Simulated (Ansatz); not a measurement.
**NaI (Fm-3m) at 3 levels of theory**

One geometry, relaxed with PBE; plane waves with PAW potentials in Ansatz, scalar-relativistic unless the row names spin-orbit coupling. No spin polarisation but for the spin–orbit row. Gaps are the least over mesh and band path; pressure is positive in compression.

```
Na I
1.0
     0.00000    3.26464    3.26464
     3.26464    0.00000    3.26464
     3.26464    3.26464    0.00000
Na I
1 1
Direct
  0.50000 0.50000 0.50000
  0.00000 0.00000 0.00000
```

```tsv
level	cutoff (eV)	k mesh	gap (eV)	pressure (GPa)
PBE	420	6×6×6	3.58	0.0
```

Q: What comes out on the same cell with PBE with spin-orbit coupling, PBEsol?

A:
```json
{"level": "PBE with spin-orbit coupling", "cutoff (eV)": "420", "k mesh": "6×6×6", "gap (eV)": "3.24", "pressure (GPa)": "0.0"}
{"level": "PBEsol", "cutoff (eV)": "420", "k mesh": "6×6×6", "gap (eV)": "3.45", "pressure (GPa)": "-0.9"}
```

Spin-orbit coupling matters for the bands of heavy elements and enters only rows that name it.

The cell was reached from a generator's guess, though it ends in a space group that the Crystallography Open Database lists for this formula.
